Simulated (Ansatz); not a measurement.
Method: DFT PBE, scalar-relativistic, plane waves, PAW (Ansatz).

Structure of SnO2:

```yaml
crystal:
  lattice:
    - [4.82652, 0.00000, 0.00000]
    - [0.00000, 4.82837, 0.00000]
    - [0.00000, 0.00000, 3.23817]
  atoms:
    - { symbol: Sn, position: [0.50000, 0.50000, 0.50000] }
    - { symbol: Sn, position: [0.00000, 0.00000, 0.00000] }
    - { symbol: O, position: [0.30650, 0.30666, 0.00000] }
    - { symbol: O, position: [0.80650, 0.19334, 0.50000] }
    - { symbol: O, position: [0.19350, 0.80666, 0.50000] }
    - { symbol: O, position: [0.69350, 0.69334, 0.00000] }
```

Cutoff 420 eV; k points 6×6×8 on the computed 6-atom cell (Γ-centred); Gaussian smearing, width 0.02 eV; no spin polarisation.

Levels along Γ–X–S–Y–Γ–Z–U–R–T–Z | X–U | Y–T | S–R, in eV from a zero inside the gap, sorted by energy at each point. Points in fractions of the primitive reciprocal vectors: Γ (0.000 0.000 0.000), X (0.500 0.000 0.000), S (0.500 0.500 0.000), Y (0.000 0.500 0.000), Z (0.000 0.000 0.500), U (0.500 0.000 0.500), R (0.500 0.500 0.500), T (0.000 0.500 0.500).
| point | k (1/Å, with 2π) | band 23 | band 24 | band 25 | band 26 | band 27 | band 28 | band 29 |
| --- | --- | --- | --- | --- | --- | --- | --- | --- |
| Γ | 0.000 | -1.59 | -1.08 | -1.07 | -0.34 | 0.34 | 5.36 | 5.74 |
| - | 0.326 | -1.57 | -1.54 | -1.04 | -0.61 | 1.69 | 4.86 | 6.01 |
| X | 0.651 | -1.54 | -1.54 | -0.94 | -0.94 | 3.55 | 3.55 | 6.48 |
| - | 0.976 | -1.60 | -1.60 | -1.07 | -1.07 | 3.75 | 3.75 | 6.66 |
| S | 1.302 | -1.66 | -1.66 | -1.19 | -1.19 | 3.94 | 3.94 | 6.82 |
| - | 1.627 | -1.60 | -1.60 | -1.07 | -1.07 | 3.75 | 3.75 | 6.67 |
| Y | 1.952 | -1.54 | -1.54 | -0.94 | -0.94 | 3.55 | 3.55 | 6.49 |
| - | 2.278 | -1.57 | -1.54 | -1.04 | -0.61 | 1.69 | 4.86 | 6.01 |
| Γ | 2.603 | -1.59 | -1.08 | -1.07 | -0.34 | 0.34 | 5.36 | 5.74 |
| - | 3.088 | -2.86 | -1.15 | -1.15 | -0.79 | 2.94 | 6.03 | 7.74 |
| Z | 3.573 | -1.86 | -1.86 | -1.52 | -1.52 | 5.26 | 5.26 | 9.03 |
| - | 3.899 | -1.66 | -1.66 | -1.42 | -1.42 | 5.36 | 5.36 | 8.04 |
| U | 4.224 | -1.35 | -1.35 | -1.08 | -1.08 | 5.52 | 5.52 | 7.28 |
| - | 4.550 | -1.34 | -1.34 | -1.24 | -1.24 | 4.61 | 4.61 | 7.98 |
| R | 4.875 | -1.25 | -1.25 | -1.12 | -1.12 | 4.02 | 4.02 | 8.29 |
| - | 5.200 | -1.34 | -1.34 | -1.25 | -1.25 | 4.61 | 4.61 | 7.98 |
| T | 5.526 | -1.35 | -1.35 | -1.08 | -1.08 | 5.52 | 5.52 | 7.28 |
| - | 5.851 | -1.66 | -1.66 | -1.42 | -1.42 | 5.36 | 5.36 | 8.04 |
| Z | 6.176 | -1.86 | -1.86 | -1.52 | -1.52 | 5.26 | 5.26 | 9.03 |
| X | 6.176 | -1.54 | -1.54 | -0.94 | -0.94 | 3.55 | 3.55 | 6.48 |
| - | 6.662 | -1.65 | -1.65 | -1.11 | -1.11 | 4.64 | 4.64 | 8.07 |
| U | 7.147 | -1.35 | -1.35 | -1.08 | -1.08 | 5.52 | 5.52 | 7.28 |
| Y | 7.147 | -1.54 | -1.54 | -0.94 | -0.94 | 3.55 | 3.55 | 6.49 |
| - | 7.632 | -1.65 | -1.65 | -1.11 | -1.11 | 4.64 | 4.64 | 8.07 |
| T | 8.117 | -1.35 | -1.35 | -1.08 | -1.08 | 5.52 | 5.52 | 7.28 |
| S | 8.117 | -1.66 | -1.66 | -1.19 | -1.19 | 3.94 | 3.94 | 6.82 |
| - | 8.602 | -1.18 | -1.18 | -1.16 | -1.16 | 4.25 | 4.25 | 8.08 |
| R | 9.087 | -1.25 | -1.25 | -1.12 | -1.12 | 4.02 | 4.02 | 8.29 |

Cost: 1 run of about 1.9 core-minutes, on Intel Xeon Platinum 8259CL (Skylake/Cascade Lake) (shared hosts).